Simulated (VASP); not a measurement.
# KCl (Sylvite) (Fm-3m) in VASP: settings compared, part 2 of 3

VASP 6.6.1.

## Step 3: Phonons, r2SCAN

This run uses another cell than the first one, of 31.15 Å³/atom, 1.019 times its volume.

POSCAR reads:

```
KCl
1.0
    0.0000000000      3.1464700000      3.1464700000
    3.1464700000      0.0000000000      3.1464700000
    3.1464700000      3.1464700000      0.0000000000
  K               Cl
     1     1
Direct
     0.0000000000000000    0.0000000000000000    0.0000000000000000
     0.5000000000000000    0.5000000000000000    0.5000000000000000
```

INCAR.step1 reads:

```
ALGO = Normal ; EDIFF = 1E-8
EDIFFG = -0.002 ; ENCUT = 600
IBRION = 2 ; ISIF = 3
ISMEAR = 0 ; LASPH = True
LCHARG = False ; LMIXTAU = True
LREAL = False ; LWAVE = False
METAGGA = R2SCAN ; NELM = 80
NSW = 40 ; PREC = Accurate
SIGMA = 0.03
```

INCAR.step2 reads:

```
ALGO = Normal ; EDIFF = 1E-8
ENCUT = 600 ; IBRION = 6
ISIF = 2 ; ISMEAR = 0
LASPH = True ; LCHARG = False
LMIXTAU = True ; LREAL = False
LWAVE = False ; METAGGA = R2SCAN
NELM = 80 ; NFREE = 2
NSW = 1 ; POTIM = 0.015
PREC = Accurate ; SIGMA = 0.03
```

KPOINTS reads:

```
k-points
0
Gamma
  8 8 8
```

Potentials or basis: VASP PAW PBE potentials, release 64 (K_sv, Cl).

Started as:

```
> cat potpaw_PBE.64/K_sv/POTCAR potpaw_PBE.64/Cl/POTCAR > POTCAR
> cp INCAR.step1 INCAR
> mpirun -np 1 vasp_std > vasp.out
> cp CONTCAR POSCAR
> cp INCAR.step2 INCAR
> mpirun -np 1 vasp_std > vasp.out
```

OUTCAR:

```text
EDIFF = 1E-8
   ENCUT = 600
   IBRION = 6
   ISIF = 2
   ISMEAR = 0
   LASPH = True
   LREAL = False
   METAGGA = R2SCAN
   NELM = 80
   NFREE = 2
   NSW = 1
   POTIM = 0.015
   PREC = Accurate

 ion  position               nearest neighbor table
   1  0.000  0.000  0.000-   2 3.15   2 3.15   2 3.15   2 3.15   2 3.15   2 3.15
   2  0.500  0.500  0.500-   1 3.15   1 3.15   1 3.15   1 3.15   1 3.15   1 3.15

  LATTYP: Found a face centered cubic cell.
 ALAT       =     6.2940636711

  Lattice vectors:

 A1 = (   0.0000000000,   3.1470318356,   3.1470318356)
 A2 = (   3.1470318356,   0.0000000000,   3.1470318356)
 A3 = (   3.1470318356,   3.1470318356,   0.0000000000)

Analysis of symmetry for initial positions (statically):
=====================================================================
 Subroutine PRICEL returns:
 Original cell was already a primitive cell.

 Routine SETGRP: Setting up the symmetry group for a
 face centered cubic supercell.

 Subroutine GETGRP returns: Found 48 space group operations
 (whereof 48 operations were pure point group operations)
 out of a pool of 48 trial point group operations.

The static configuration has the point symmetry O_h .

Analysis of symmetry for dynamics (positions and initial velocities):
=====================================================================
 Subroutine PRICEL returns:
 Original cell was already a primitive cell.

 Routine SETGRP: Setting up the symmetry group for a
 face centered cubic supercell.

 Subroutine GETGRP returns: Found 48 space group operations
 (whereof 48 operations were pure point group operations)
 out of a pool of 48 trial point group operations.

The dynamic configuration has the point symmetry O_h .

 Subroutine INISYM returns: Found 48 space group operations
 (whereof 48 operations are pure point group operations),
 and found     1 'primitive' translations

----------------------------------------------------------------------------------------

                                     Primitive cell

  volume of cell :      62.3352

  direct lattice vectors                    reciprocal lattice vectors
     0.000000000  3.147031836  3.147031836    -0.158879867  0.158879867  0.158879867
     3.147031836  0.000000000  3.147031836     0.158879867 -0.158879867  0.158879867
     3.147031836  3.147031836  0.000000000     0.158879867  0.158879867 -0.158879867

  length of vectors
     4.450575103  4.450575103  4.450575103     0.275188002  0.275188002  0.275188002

  position of ions in fractional coordinates (direct lattice)
     0.000000000  0.000000000  0.000000000
     0.500000000  0.500000000  0.500000000

  ion indices of the primitive-cell ions
   primitive index   ion index
                 1           1
                 2           2

----------------------------------------------------------------------------------------

 KPOINTS: k-points

Automatic generation of k-mesh.
[... 111 lines left out ...]
  ext. energy  EPLUGINS =         0.00000000
  ---------------------------------------------------
  free energy    TOTEN  =       -16.50775450 eV

  energy without entropy =      -16.50775450  energy(sigma->0) =      -16.50775450

------------------------ aborting loop because EDIFF is reached ----------------------------------------

  FORCE on cell =-STRESS in cart. coord.  units (eV):
  Direction    XX          YY          ZZ          XY          YZ          ZX
  --------------------------------------------------------------------------------------
  -------------------------------------------------------------------------------------
  Total        0.0033433      0.0033433      0.0033433     -0.0000000     -0.0000000     -0.0000000
  in kB        0.0859312      0.0859312      0.0859312     -0.0000000     -0.0000000     -0.0000000
  external PRESSURE =       0.0859312 kB  Pullay stress =       0.0000000 kB
[... 131 lines left out ...]
--------------------------------------- Ionic step        5  -------------------------------------------

 number of electron      16.0000000 magnetization

 Free energy of the ion-electron system (eV)
  ---------------------------------------------------
  ext. energy  EPLUGINS =         0.00000000
  ---------------------------------------------------
  free energy    TOTEN  =       -16.50758921 eV

  energy without entropy =      -16.50758921  energy(sigma->0) =      -16.50758921

 E-fermi :  -2.0792     XC(G=0):  -7.9511

 val. band max:       -2.2667004232   @ k =   0.0000   0.0000   0.0000
 cond. band min:       3.5612044681   @ k =   0.0000   0.0000   0.0000
 fundamental gap:      5.8279048913
 Fermi energy:        -2.0792431007

 k-point     1 :       0.0000    0.0000    0.0000
  band No.  band energies     occupation
      1     -30.5360      2.00000
      2     -14.9355      2.00000
      3     -13.2278      2.00000
      4     -13.2278      2.00000
      5     -13.2278      2.00000
      6      -2.2667      2.00000
      7      -2.2667      2.00000
      8      -2.2667      2.00000
      9       3.5612      0.00000
     10       6.7672      0.00000
     11       6.7673      0.00000
     12       6.7673      0.00000
[... 331 lines left out ...]
 k-point    24 :      -0.3750    0.2500    0.1250
  band No.  band energies     occupation
      1     -30.5241      2.00000
      2     -15.0136      2.00000
      3     -13.2804      2.00000
      4     -13.2593      2.00000
      5     -13.0920      2.00000
      6      -3.1016      2.00000
      7      -2.6692      2.00000
      8      -2.5955      2.00000
      9       6.1374      0.00000
     10       6.6655      0.00000
     11       8.6943      0.00000
     12       8.7131      0.00000

 [... further k-points ...]

------------------------ aborting loop because EDIFF is reached ----------------------------------------

  FORCE on cell =-STRESS in cart. coord.  units (eV):
  Direction    XX          YY          ZZ          XY          YZ          ZX
  --------------------------------------------------------------------------------------
  -------------------------------------------------------------------------------------
  Total        0.0057571      0.0032312      0.0032312      0.0000000      0.0000000      0.0000000
  in kB        0.1479728      0.0830513      0.0830513      0.0000000      0.0000000      0.0000000
  external PRESSURE =       0.1046918 kB  Pullay stress =       0.0000000 kB
[... 17 lines left out ...]
  FREE ENERGIE OF THE ION-ELECTRON SYSTEM (eV)
  ---------------------------------------------------
  free  energy   TOTEN  =       -16.5075892102 eV

  energy  without entropy=      -16.5075892102  energy(sigma->0) =      -16.50758921

 INTERNAL STRAIN TENSORS FROM DISPLACED ATOMS
 ============================================

 INTERNAL STRAIN TENSOR FOR ION    1 for displacements in x,y,z  (eV/Angst):
          X           Y           Z          XY          YZ          ZX
  --------------------------------------------------------------------------------
  x     0.00000     0.00000     0.00000     0.00000     0.00000     0.00000
  y     0.00000     0.00000     0.00000     0.00000     0.00000     0.00000
  z     0.00000     0.00000     0.00000     0.00000     0.00000     0.00000

 INTERNAL STRAIN TENSOR FOR ION    2 for displacements in x,y,z  (eV/Angst):
          X           Y           Z          XY          YZ          ZX
  --------------------------------------------------------------------------------
  x     0.00000     0.00000     0.00000     0.00000     0.00000     0.00000
  y     0.00000     0.00000     0.00000     0.00000     0.00000     0.00000
  z     0.00000     0.00000     0.00000     0.00000     0.00000     0.00000

 Eigenvectors and eigenvalues of the dynamical matrix
 ----------------------------------------------------

   1 f  =    4.385174 THz    27.552862 2PiTHz  146.273664 cm-1    18.135615 meV
             X         Y         Z           dx          dy          dz
      0.000000  0.000000  0.000000    -0.663376   -0.184844   -0.030104
      3.147032  3.147032  3.147032     0.697220    0.194275    0.031640
[... 21 lines left out ...]
   6 f/i=    0.001811 THz     0.011379 2PiTHz    0.060409 cm-1     0.007490 meV
             X         Y         Z           dx          dy          dz
      0.000000  0.000000  0.000000     0.715981    0.109776   -0.013388
      3.147032  3.147032  3.147032     0.681227    0.104448   -0.012738

 ELASTIC MODULI CONTR FROM IONIC RELAXATION (kBar)
 Direction    XX          YY          ZZ          XY          YZ          ZX
 --------------------------------------------------------------------------------
 XX           0.0000      0.0000      0.0000      0.0000      0.0000      0.0000
 YY           0.0000      0.0000      0.0000      0.0000      0.0000      0.0000
 ZZ           0.0000      0.0000      0.0000      0.0000      0.0000      0.0000
 XY           0.0000      0.0000      0.0000      0.0000      0.0000      0.0000
 YZ           0.0000      0.0000      0.0000      0.0000      0.0000      0.0000
 ZX           0.0000      0.0000      0.0000      0.0000      0.0000      0.0000
 --------------------------------------------------------------------------------
```

It took 7.5 min on 1 thread of Intel Xeon 6975P-C (Granite Rapids), shared host; peak memory 0.28 GiB.

What came out:

```yaml
Relaxed_volume: 31.17 Å³/atom
Relaxed_cell: a = 4.451 Å, b = 4.451 Å, c = 4.451 Å, α = 60.00°, β = 60.00°, γ = 60.00°
Space_group_after_relaxing_to_0.05_Å: Fm-3m (No. 225)
Highest_phonon_frequency_at_Γ_LO-TO_splitting_left_out: 146 cm⁻¹
```

Final structure:
```
CELL_PARAMETERS angstrom
0.00000 3.14703 3.14703
3.14703 0.00000 3.14703
3.14703 3.14703 0.00000
ATOMIC_POSITIONS crystal
K 0.00000 0.00000 0.00000
Cl 0.50000 0.50000 0.50000
```

Phonon frequencies in cm⁻¹ (negative: imaginary):
```tsv
q point	frequencies
(0.000, 0.000, 0.000)	0 0 0 146 146 146
```

Caveat: the PAW data sets were made with another functional, which shifts forces and pressure a little.

## Step 4: Phonons, LDA

This run uses another cell than the first one, of 28.19 Å³/atom, 0.922 times its volume.

POSCAR reads:

```
KCl
1.0
    0.0000000000      3.0435491208      3.0435491208
    3.0435491208      0.0000000000      3.0435491208
    3.0435491208      3.0435491208      0.0000000000
  K               Cl
     1     1
Direct
     0.0000000000000000    0.0000000000000000    0.0000000000000000
     0.5000000000000000    0.5000000000000000    0.5000000000000000
```

INCAR.step1 reads:

```
SYSTEM = KCl
ALGO = Normal
EDIFF = 1E-8
EDIFFG = -0.002
ENCUT = 600
IBRION = 2
ISIF = 3
ISMEAR = 0
LASPH = .True.
LCHARG = .False.
LREAL = .False.
LWAVE = .False.
NELM = 80
NSW = 40
PREC = Accurate
SIGMA = 0.03
```

INCAR.step2 reads:

```
SYSTEM = KCl
ALGO = Normal
EDIFF = 1E-8
ENCUT = 600
IBRION = 6
ISIF = 2
ISMEAR = 0
LASPH = .True.
LCHARG = .False.
LREAL = .False.
LWAVE = .False.
NELM = 80
NFREE = 2
NSW = 1
POTIM = 0.015
PREC = Accurate
SIGMA = 0.03
```

KPOINTS reads:

```
k-points
0
Gamma
  8 8 8
  0 0 0
```

Potentials or basis: VASP PAW LDA potentials, release 64 (K_sv, Cl).

Started as:

```
> cat potpaw_LDA.64/K_sv/POTCAR potpaw_LDA.64/Cl/POTCAR > POTCAR
> cp INCAR.step1 INCAR
> mpirun -np 1 vasp_std > vasp.out
> cp CONTCAR POSCAR
> cp INCAR.step2 INCAR
> mpirun -np 1 vasp_std > vasp.out
```

OUTCAR:

```text
SYSTEM = KCl
   EDIFF = 1E-8
   ENCUT = 600
   IBRION = 6
   ISIF = 2
   ISMEAR = 0
   LASPH = .True.
   LREAL = .False.
   NELM = 80
   NFREE = 2
   NSW = 1
   POTIM = 0.015
   PREC = Accurate

 ion  position               nearest neighbor table
   1  0.000  0.000  0.000-   2 3.04   2 3.04   2 3.04   2 3.04   2 3.04   2 3.04
   2  0.500  0.500  0.500-   1 3.04   1 3.04   1 3.04   1 3.04   1 3.04   1 3.04

  LATTYP: Found a face centered cubic cell.
 ALAT       =     6.0870982416

  Lattice vectors:

 A1 = (   0.0000000000,   3.0435491208,   3.0435491208)
 A2 = (   3.0435491208,   0.0000000000,   3.0435491208)
 A3 = (   3.0435491208,   3.0435491208,   0.0000000000)
[... 706 lines left out ...]
  --------------------------------------------------------------------------------------
  -------------------------------------------------------------------------------------
  Total        0.0027397     -0.0003189     -0.0003189      0.0000000     -0.0000000      0.0000000
  in kB        0.0778471     -0.0090601     -0.0090601      0.0000000     -0.0000000      0.0000000
  external PRESSURE =       0.0199090 kB  Pullay stress =       0.0000000 kB
[... 17 lines left out ...]
  FREE ENERGIE OF THE ION-ELECTRON SYSTEM (eV)
  ---------------------------------------------------
  free  energy   TOTEN  =        -7.4079790627 eV

  energy  without entropy=       -7.4079790627  energy(sigma->0) =       -7.40797906

 INTERNAL STRAIN TENSORS FROM DISPLACED ATOMS
 ============================================

 INTERNAL STRAIN TENSOR FOR ION    1 for displacements in x,y,z  (eV/Angst):
          X           Y           Z          XY          YZ          ZX
  --------------------------------------------------------------------------------
  x     0.00000     0.00000     0.00000     0.00000     0.00000     0.00000
  y     0.00000     0.00000     0.00000     0.00000     0.00000     0.00000
  z     0.00000     0.00000     0.00000     0.00000     0.00000     0.00000

 INTERNAL STRAIN TENSOR FOR ION    2 for displacements in x,y,z  (eV/Angst):
          X           Y           Z          XY          YZ          ZX
  --------------------------------------------------------------------------------
  x     0.00000     0.00000     0.00000     0.00000     0.00000     0.00000
  y     0.00000     0.00000     0.00000     0.00000     0.00000     0.00000
  z     0.00000     0.00000     0.00000     0.00000     0.00000     0.00000

 Eigenvectors and eigenvalues of the dynamical matrix
 ----------------------------------------------------

   1 f  =    4.841647 THz    30.420968 2PiTHz  161.499976 cm-1    20.023436 meV
             X         Y         Z           dx          dy          dz
      0.000000  0.000000  0.000000     0.487456   -0.487456    0.000000
      3.043549  3.043549  3.043549    -0.512237    0.512237   -0.000000
[... 21 lines left out ...]
   6 f/i=    0.001584 THz     0.009951 2PiTHz    0.052826 cm-1     0.006550 meV
             X         Y         Z           dx          dy          dz
      0.000000  0.000000  0.000000     0.059632   -0.383970    0.611379
      3.043549  3.043549  3.043549     0.056747   -0.365394    0.581802

 ELASTIC MODULI CONTR FROM IONIC RELAXATION (kBar)
 Direction    XX          YY          ZZ          XY          YZ          ZX
 --------------------------------------------------------------------------------
 XX           0.0000      0.0000      0.0000      0.0000      0.0000      0.0000
 YY           0.0000      0.0000      0.0000      0.0000      0.0000      0.0000
 ZZ           0.0000      0.0000      0.0000      0.0000      0.0000      0.0000
 XY           0.0000      0.0000      0.0000      0.0000      0.0000      0.0000
 YZ           0.0000      0.0000      0.0000      0.0000      0.0000      0.0000
 ZX           0.0000      0.0000      0.0000      0.0000      0.0000      0.0000
 --------------------------------------------------------------------------------
```

OUTCAR.step1:

```text
SYSTEM = KCl
   EDIFF = 1E-8
   EDIFFG = -0.002
   ENCUT = 600
   IBRION = 2
   ISIF = 3
   ISMEAR = 0
   LASPH = .True.
[... 585 lines left out ...]
      0.00000      0.00000      0.00000        -0.000000      0.000000      0.000000
      3.04355      3.04355      3.04355         0.000000     -0.000000      0.000000
 -----------------------------------------------------------------------------------
    total drift:                                0.000000      0.000000      0.000000

  FREE ENERGIE OF THE ION-ELECTRON SYSTEM (eV)
  ---------------------------------------------------
  free  energy   TOTEN  =        -7.4081798490 eV

  energy  without entropy=       -7.4081798490  energy(sigma->0) =       -7.40817985

 reached required accuracy - stopping structural energy minimisation
```

OSZICAR.step1:

```text
N       E                     dE             d eps       ncg     rms          rms(c)
DAV:   1     0.119901726018E+03    0.11990E+03   -0.80208E+03   696   0.137E+03
DAV:   2    -0.683865317844E-01   -0.11997E+03   -0.11046E+03   836   0.317E+02
DAV:   3    -0.739968302115E+01   -0.73313E+01   -0.72921E+01   888   0.703E+01
DAV:   4    -0.768165898730E+01   -0.28198E+00   -0.28167E+00  1284   0.133E+01
DAV:   5    -0.768332783458E+01   -0.16688E-02   -0.16688E-02   880   0.104E+00    0.409E+00
DAV:   6    -0.743333131441E+01    0.25000E+00   -0.46730E-01   832   0.411E+00    0.326E+00
DAV:   7    -0.740822692917E+01    0.25104E-01   -0.89353E-02   928   0.198E+00    0.180E+00
DAV:   8    -0.740806536934E+01    0.16156E-03   -0.11332E-02   988   0.102E+00    0.186E-01
DAV:   9    -0.740809875411E+01   -0.33385E-04   -0.66776E-04   980   0.167E-01    0.732E-02
DAV:  10    -0.740817824803E+01   -0.79494E-04   -0.70260E-05   952   0.757E-02    0.582E-03
DAV:  11    -0.740817954266E+01   -0.12946E-05   -0.22139E-06  1000   0.131E-02    0.445E-03
DAV:  12    -0.740817988176E+01   -0.33910E-06   -0.10848E-06   920   0.840E-03    0.222E-03
DAV:  13    -0.740817985165E+01    0.30113E-07   -0.10765E-07   916   0.287E-03    0.733E-04
DAV:  14    -0.740817984901E+01    0.26394E-08   -0.14899E-08   680   0.112E-03
   1 F= -.74081798E+01 E0= -.74081798E+01  d E =-.740818E+01
```

It took 78 s on 1 thread of Intel Xeon 6975P-C (Granite Rapids), shared host; peak memory 0.22 GiB.

Results:

```
Highest phonon frequency at Γ, LO-TO splitting left out : 161 cm⁻¹
```

Phonon frequencies in cm⁻¹ (negative: imaginary):
| q point | frequencies |
| --- | --- |
| (0.000, 0.000, 0.000) | 0 0 0 161 161 161 |

(Part 2 of 3 ends here.)
